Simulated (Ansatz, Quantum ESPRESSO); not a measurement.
# Complex bands of MgTe, zinc blende type, lattice constant set to 6.412 Å, part 4 of 4

Wanted: the complex band structure of MgTe, zinc blende type, lattice constant set to 6.412 Å, as for a tunnel barrier.

Quantum ESPRESSO 7.5; plane-wave DFT, LDA, GBRV ultrasoft pseudopotentials; cross-check by Ansatz 0.2.0 with PAW datasets.

So far. Step 2 (Ground state): The run needed 9 iterations to bring the estimated error under 1e-09 Ry.

The structure was built from a prototype and need not be the compound's stable phase.

**6. The same in Ansatz**

As a check, the same structure is run in Ansatz.

Level of this step: plane-wave DFT, LDA, Ansatz PAW (Ansatz 0.2.0).

Contents of input.yaml:

```yaml
crystal:
  lattice:
    - [4.533968681, 0.0, 0.0]
    - [0.0, 4.533968681, 0.0]
    - [0.0, 0.0, 6.412]
  atoms:
    - { symbol: Mg, position: [0.0, 0.0, 0.0] }
    - { symbol: Te, position: [0.5, 0.0, 0.25] }
    - { symbol: Mg, position: [0.5, 0.5, 0.5] }
    - { symbol: Te, position: [0.0, 0.5, 0.75] }
kpoints:
  mp_grid: { grid: [6, 6, 4] }
hamiltonian:
  xc: lda
scf:
  occupations: { method: fixed }
  convergence: { dr2_threshold: 1.0e-09 }
output:
  transmission:
    leads: [[0, 0]]
    kpoints: [[0, 0], [0.5, 0], [0.5, 0.5], [0.25, 0]]
    e_range: [-2.04, 4.93]
    de: 0.17
```

The run is started by

```console
ansatz run input.yaml --threads 2 --pin off --max-ram 4096MiB --backend cpu --events-out ev --progress --plain --runs-dir out
```

Numbers of over 12 decimals in the logs are rounded to 6 here.

Log:

```text
Engine: ansatz 0.2.0, x86_64-unknown-linux-gnu
Pseudopotentials: kind: paw
Pseudopotential: Mg, paw, valence charge 10, recommended cutoff 420 eV (normal), Mg.paw.azcp
Pseudopotential: Te, paw, valence charge 16, recommended cutoff 420 eV (normal), Te.paw.azcp
Functional definition: SPW92
  exchange = slater_x
  correlation = pw_c
Crystal: 4 atoms, lattice volume = 131.811 Å³
Basis set: ecut = 420 eV, 2541 PW (Γ)
Bands: 32, of which v1, the nominal top of the filled ones, is band 26 counted from 1 (25 counted from 0)
Symmetry: 16 space group operations
Space group: F-43m (ITA 216), of the structure as read, at distance tolerance 5.1e-5 Å
k-points: 30 of 144 (time reversal used)
Non-local potential: Mg, projectors of the file, l = 0: 3, l = 1: 2, l = 2: 1
Non-local potential: Te, projectors of the file, l = 0: 2, l = 1: 2, l = 2: 2, l = 3: 2
PAW form: soft (Blöchl's): semilocal exchange-correlation on the pseudo side does not see the compensation charge
PAW frozen core: Mg, regenerated for the run's functional, and the local potential with it (the file was generated under x = pbe(κ = 0.804, μ = 0.219515), c = pbe(β = 0.066725))
PAW frozen core: Te, regenerated for the run's functional, and the local potential with it (the file was generated under x = pbe(κ = 0.804, μ = 0.219515), c = pbe(β = 0.066725))
PAW one-centre angular grid: Mg, 110 points (default); XC on 64 Gauss nodes
PAW one-centre angular grid: Te, 590 points (default); XC on 64 Gauss nodes
Initial density: superposition of atomic densities (neutral atoms: chi_scale 0, normalization atom), corrected by the library's trained network
Initial wavefunctions: pseudopotential atomic-orbital guess
Functional: x = slater, c = lda
SCF iter   1: F=—  HF=-17460.981272 eV  |F-HF|=—  |Δ(HF+E_count)|=         —  Δρ=5.05e-3  dr2=1.28e-2  ethr=1.77e-3  ⟨swp⟩=5.0  Hψ=3485  notcnv=0  defer=118
preconditioner: auto → Resta (q_TF=auto, 2.337 Å⁻¹)  ε∞=3.3  [insulator: Δε(μ)=2.291 eV  Ē_g=8.600 eV  n_scr=28 (ndim 8)  ℏωp=12.9 eV  f_vac=0.107  ε∞_Penn≈3.3]
SCF iter   2: F=—  HF=-17460.972842 eV  |F-HF|=—  |Δ(HF+E_count)|=   8.43e-3  Δρ=2.17e-3  dr2=2.99e-3  ethr=2.46e-5  ⟨swp⟩=2.0  Hψ=2040  notcnv=0  defer=120
SCF iter   3: F=—  HF=-17460.972359 eV  |F-HF|=—  |Δ(HF+E_count)|=   4.82e-4  Δρ=5.75e-4  dr2=3.34e-4  ethr=5.75e-6  ⟨swp⟩=2.0  Hψ=1738  notcnv=0  defer=120
SCF iter   4: F=—  HF=-17460.972384 eV  |F-HF|=—  |Δ(HF+E_count)|=   2.43e-5  Δρ=5.83e-5  dr2=8.37e-6  ethr=6.43e-7  ⟨swp⟩=1.0  Hψ=903  notcnv=0  defer=92
SCF iter   5: F=—  HF=-17460.972385 eV  |F-HF|=—  |Δ(HF+E_count)|=   1.65e-6  Δρ=2.48e-5  dr2=7.68e-7  ethr=1.61e-8  ⟨swp⟩=2.9  Hψ=1596  notcnv=0  defer=64
SCF iter   6: F=—  HF=-17460.972386 eV  |F-HF|=—  |Δ(HF+E_count)|=   9.38e-7  Δρ=5.25e-6  dr2=7.47e-8  ethr=1.48e-9  ⟨swp⟩=2.0  Hψ=1024  notcnv=0  defer=58
SCF iter   7: F=—  HF=-17460.972386 eV  |F-HF|=—  |Δ(HF+E_count)|=   4.11e-8  Δρ=1.15e-6  dr2=3.36e-9  ethr=1.44e-10  ⟨swp⟩=2.0  Hψ=1080  notcnv=0  defer=58
SCF iter   8: F=-17460.972386 eV  HF=-17460.972386 eV  |F-HF|=2.55e-11  |Δ(HF+E_count)|=  5.35e-10  Δρ=1.91e-7  dr2=5.80e-11  ethr=1.92e-12  ⟨swp⟩=10.1  Hψ=4309  notcnv=0
SCF 1 converged in 8 iterations: F = -17460.972386 eV  dr2 = 5.80e-11
  greatest PAW one-centre occupation: 1.000 electrons in one spin orbital (limit 2), on the Mg atom at site 2 (counted from 0), in its partial waves of l = 0
transmission: 10 of 40 steps passed
transmission: 20 of 40 steps passed
transmission: 30 of 40 steps passed
transmission: 40 of 40 steps passed
SCF converged after 8 iterations
Free energy (F): -17460.972386 eV
Harris-Foulkes:  -17460.972386 eV  (|F-HF|=2.55e-11)
Internal energy: -17460.972386 eV  (E = F + TS)
E sigma→0 (E₀):  -17460.972386 eV
Fermi energy:    4.281444 eV
--- Per-component energies (eV) ---
  E_band       = -1334.233411
  E_kinetic    = 516.327810
  E_local      = -6579.245061  (includes V_loc(G=0)·N_el)
  E_nonlocal   = -415.383120
  E_hartree    = 3127.369641
  E_xc         = -305.275574
  E_vxc        = -284.665954  (∫ρ·V_xc dr)
  E_paw        = -9564.613597  (= ΣΔE_a)
  E_vpaw       = -826.006287  (= ΣTr[D̂ρ^β])
  E_aug_tail   = -0.000370  (compensation charges beyond the density's cutoff)
  E_ewald      = -4241.810395
  E_core_change = 1.658281  (= ΣΔE_core)
  E_smearing   = -0.000000  (= −TS)
  E_closure    = -0.000000  (closes the sum)
  Σ components = -17460.972386   (vs F -17460.972386, Δ=0.00e0)
--- Band table (eV; the first three rows and the last of 30) ---
  k-point 0: bands = [... 22 lower, 3.0600, 4.2813, 4.2814, 4.2814, 6.5713, 6.9694, 7.7247, 9.7220, ... 2 higher]
  k-point 1: bands = [... 22 lower, 3.2002, 3.4563, 4.0476, 4.0476, 7.3164, 7.5549, 7.9385, 9.1428, ... 2 higher]
  k-point 2: bands = [... 22 lower, 3.5805, 3.5805, 3.5805, 3.5805, 8.1456, 8.1456, 8.4131, 8.4131, ... 2 higher]
  k-point 29: bands = [... 22 lower, 2.3227, 2.3227, 2.7695, 2.7695, 8.7555, 8.7555, 9.9247, 9.9247, ... 2 higher]
--- Transmission ---
  basis      : 177 plane waves across, 10 finite elements along
  points     : 4, as listed
  energies   : 42 from -2.040000 to 4.930000 eV about the Fermi level, 0.170000 eV apart; the leads are filled to 1.144945 eV, and channels, transmission and decay are at 1.190000 eV
  crystal 0  : Te2Mg2, at the sites [0, 0], period 6.4120 Å: whole cells are its period
    offset         : up to 0.0000 Å between an atom of the period and one for which it stands
    channels       : 0.000000e0 a spin
    conductance    : none, the energies end too early or step too widely for 300 K: set another output.transmission.e_range or a lower de, or, where they end at an eighth of basis.ecutwfc, a higher one
    slowest decay  : 0.1586 /Å at (0.0000, 0.0000)
```

Wall time 33 s (2 threads of Intel Xeon Platinum 8488C (Sapphire Rapids), shared host); peak memory 0.6 GiB; 47 s of CPU time.

Read from the output:

- free energy: -17460.9724 eV
- gap by band count: 2.290 eV
- symmetry operations: 16
- slowest decay at the grid energy nearest mid-gap: 0.1586 Å⁻¹
- peak of the smallest κ at the zone centre: 0.1587 Å⁻¹
- peak of the smallest κ at (1/2, 0): 0.2601 Å⁻¹
- peak of the smallest κ at (1/2, 1/2): 0.3320 Å⁻¹
- peak of the smallest κ at (1/4, 0): 0.2798 Å⁻¹
- valence top, on the run's zero: 4.281 eV

K across = (0, 0) in the cell's reciprocal vectors; values within 0.0025 1/Å of each other count once, columns are sorted by size at each energy, a dash where no further value was kept. The Im kz of the slowest decaying states by energy, zero at the highest filled level of the SCF mesh:

```csv
energy (eV),decay 1 (Å⁻¹),decay 2 (Å⁻¹),decay 3 (Å⁻¹)
-2.04,0.560,0.815,1.21
-1.87,0.502,0.800,1.19
-1.70,0.435,0.785,1.18
-1.53,0.353,0.769,1.16
-1.36,0.239,0.754,1.14
-1.02,0.723,1.10,-
-0.85,0.707,1.08,-
-0.68,0.690,1.06,-
-0.51,0.674,1.04,-
-0.34,0.657,1.01,1.49
-0.17,0.639,0.991,1.48
0.00,0.00263,0.621,0.968
0.17,0.0867,0.189,0.602
0.34,0.117,0.257,0.583
0.68,0.148,0.338,0.542
0.85,0.155,0.365,0.520
1.02,0.159,0.386,0.497
1.19,0.159,0.402,0.473
1.36,0.155,0.416,0.447
1.53,0.148,0.419,0.426
1.70,0.137,0.389,0.434
1.87,0.121,0.356,0.439
2.04,0.0968,0.319,0.443
2.21,0.0568,0.275,0.444
2.55,0.150,0.443,0.497
2.72,0.440,0.447,1.22
2.89,0.391,0.436,1.20
3.06,0.325,0.430,1.19
3.23,0.243,0.422,1.17
3.40,0.109,0.413,1.15
3.57,0.403,1.13,1.22
3.74,0.391,1.12,1.20
3.91,0.377,1.10,1.18
4.25,0.0823,0.343,1.06
4.42,0.116,0.322,1.04
4.59,0.136,0.298,1.03
4.76,0.147,0.270,1.01
4.93,0.154,0.237,0.989
```

K across = (0, 0) in the cell's reciprocal vectors. Re kz of states that move upwards against energy, zero at the highest filled level of the SCF mesh:

```csv
energy (eV),channel 1 (Å⁻¹),channel 2 (Å⁻¹),channel 3 (Å⁻¹)
-2.04,0.476,-,-
-1.87,-0.464,-,-
-1.70,-0.426,-,-
-1.53,-0.390,-,-
-1.36,-0.354,-,-
-1.02,-0.285,0.295,0.295
-0.85,-0.250,0.407,0.407
-0.68,-0.479,-0.479,-0.215
-0.51,-0.392,-0.392,-0.179
-0.34,-0.304,-0.304,-0.140
-0.17,-0.205,-0.205,-0.0950
0.00,-,-,-
0.17,-,-,-
0.34,-,-,-
0.68,-,-,-
0.85,-,-,-
1.02,-,-,-
1.19,-,-,-
1.36,-,-,-
1.53,-,-,-
1.70,-,-,-
1.87,-,-,-
2.04,-,-,-
2.21,-,-,-
2.55,0.110,-,-
2.72,0.0731,0.146,-
2.89,0.178,0.185,-
3.06,0.208,0.254,-
3.23,0.238,0.311,-
3.40,0.267,0.361,-
3.57,0.188,0.298,0.409
3.74,0.290,0.331,0.455
3.91,-0.476,0.370,0.373
4.25,-0.410,-,-
4.42,-0.361,-,-
4.59,-0.316,-,-
4.76,-0.272,-,-
4.93,-0.226,-,-
```

K across = (1/2, 0) in the cell's reciprocal vectors; values within 0.0025 1/Å of each other count once, columns are sorted by size at each energy, a dash where no further value was kept. Im kz of the slowest decaying states against energy, zero at the highest filled level of the SCF mesh:

```csv
energy (eV),decay 1 (Å⁻¹),decay 2 (Å⁻¹),decay 3 (Å⁻¹)
-2.04,0.127,0.998,1.19
-1.87,0.109,0.966,1.18
-1.70,0.0675,0.932,1.16
-1.53,0.895,1.14,-
-1.36,0.854,1.13,-
-1.02,0.752,1.09,-
-0.85,0.683,1.07,-
-0.68,0.583,1.05,-
-0.51,0.369,1.04,-
-0.34,0.0868,0.422,1.02
-0.17,0.142,0.559,0.997
0.00,0.177,0.618,0.978
0.17,0.201,0.652,0.958
0.34,0.220,0.674,0.938
0.68,0.245,0.696,0.898
0.85,0.252,0.701,0.877
1.02,0.257,0.702,0.856
1.19,0.260,0.701,0.835
1.36,0.260,0.698,0.813
1.53,0.258,0.693,0.791
1.70,0.254,0.687,0.768
1.87,0.247,0.679,0.745
2.04,0.238,0.670,0.722
2.21,0.225,0.660,0.698
2.55,0.190,0.636,0.647
2.72,0.163,0.621,1.45
2.89,0.128,0.594,0.607
3.06,0.0670,0.565,0.591
3.23,0.535,0.574,1.40
3.40,0.503,0.556,1.38
3.57,0.469,0.536,1.37
3.74,0.431,0.515,1.35
3.91,0.389,0.492,1.33
4.25,0.0310,0.270,0.441
4.42,0.181,0.412,1.28
4.59,0.176,0.380,1.26
4.76,0.159,0.344,1.24
4.93,0.129,0.303,1.23
```

K across = (1/2, 1/2) in the cell's reciprocal vectors; values within 0.0025 1/Å of each other count once, columns are sorted by size at each energy, a dash where no further value was kept. Table of Im kz of the slowest decaying states by energy, zero at the highest filled level of the SCF mesh:

```csv
energy (eV),decay 1 (Å⁻¹),decay 2 (Å⁻¹),decay 3 (Å⁻¹)
-2.04,0.0865,0.392,-
-1.70,0.252,-,-
-1.36,-,-,-
-1.02,0.161,0.212,-
-0.68,0.244,0.295,-
-0.34,0.287,0.329,-
0.00,0.313,0.343,-
0.34,0.327,0.343,-
0.68,0.332,0.335,-
1.02,0.319,0.330,-
1.36,0.295,0.322,1.48
1.53,0.280,0.315,1.47
1.87,0.243,0.297,1.44
2.21,0.191,0.273,1.41
2.55,0.105,0.239,1.39
2.89,0.194,1.36,-
3.23,0.123,1.33,-
3.57,1.30,-,-
3.91,1.27,-,-
4.25,1.23,1.48,-
4.59,0.0507,1.20,1.45
4.93,0.0864,1.16,1.42
```

K across = (1/4, 0) in the cell's reciprocal vectors; values within 0.0025 1/Å of each other count once, columns are sorted by size at each energy, a dash where no further value was kept. Table of Im kz of the slowest decaying states by energy, zero at the highest filled level of the SCF mesh:

```csv
energy (eV),decay 1 (Å⁻¹),decay 2 (Å⁻¹),decay 3 (Å⁻¹)
-2.04,0.0388,0.670,1.02
-1.87,0.620,0.998,1.36
-1.53,0.498,0.960,1.32
-1.36,0.0824,0.419,0.941
-1.02,0.125,0.131,0.902
-0.85,0.122,0.882,1.25
-0.68,0.102,0.862,1.23
-0.34,0.821,1.19,1.27
-0.17,0.0808,0.801,1.17
0.00,0.149,0.164,0.780
0.17,0.188,0.281,0.759
0.34,0.215,0.351,0.737
0.68,0.251,0.443,0.693
0.85,0.262,0.477,0.670
1.02,0.271,0.505,0.647
1.36,0.279,0.550,0.598
1.53,0.280,0.569,0.572
1.87,0.275,0.517,0.606
2.04,0.268,0.487,0.625
2.21,0.260,0.456,0.648
2.55,0.234,0.384,0.702
2.72,0.216,0.342,0.689
3.06,0.160,0.231,0.661
3.23,0.111,0.141,0.646
3.57,0.612,0.733,0.833
3.74,0.0814,0.593,0.697
3.91,0.0762,0.118,0.574
4.25,0.136,0.139,0.529
4.42,0.137,0.143,0.505
4.76,0.115,0.130,0.405
4.93,0.0914,0.107,0.321
```

**7. Worked from the printed numbers**

T falls as exp(−2κd). With κ = 0.159 1/Å, 10 Å of barrier pass exp(−2 × 0.159 × 10) = 0.042 of that channel, interfaces aside.

**8. Summary of results**

```json
{"gap on the SCF mesh": "2.29 eV", "smallest κ at mid-gap among the four k points, at the zone centre": "0.159 Å⁻¹", "peak of the smallest κ in the stop band at the zone centre": "0.159 Å⁻¹", "peak of the smallest κ in the stop band at (1/2, 0)": "0.258 Å⁻¹", "peak of the smallest κ in the stop band at (1/2, 1/2)": "0.328 Å⁻¹", "peak of the smallest κ in the stop band at (1/4, 0)": "0.278 Å⁻¹", "energy of the peak at the zone centre, over the highest filled level": "1.02 eV", "peak at the zone centre by Ansatz": "0.159 Å⁻¹"}
```

What this shows: With a gap of 2.29 eV on the mesh, the smallest κ at mid-gap among the four k points, at the zone centre is 0.159 Å⁻¹ (LDA, GBRV ultrasoft). For a barrier with the Fermi level at mid-gap the slowest state found, at the zone centre, loses a factor of ten in probability every 7.2 Å or so. Stop bands away from the zone centre are mostly wider than the gap, so their peaks can lie above the conduction bottom. At the zone centre pwcond's peak is 0.159 and Ansatz's 0.159 1/Å, 0 % apart. The cell is the a/√2 one, turned by 45°, with two primitive cells, so X along [001] folds onto kz = 0. A semilocal gap is too small, often by a third to a half and by more in narrow-gap crystals, so real barriers decay faster. Spin-orbit coupling is left out; depending on the atoms that carry the levels of interest, it can split and shift them by tens to hundreds of meV.

[Logs are printed without paths, hosts, clocks, repeated set-up lines and the standing remarks that a program may print on its own settings, such as how far it seeks lower states.]

[Hosts, paths, dates, database ids (printed as entryN), source tags and the programs' standing remarks are cut or masked in the printed files.]

[Maps of the electrostatic potential energy from Ansatz leave out the sawtooth potential of an applied field or a dipole correction, so their vacuum need not be flat; planar profiles and work functions include it.]
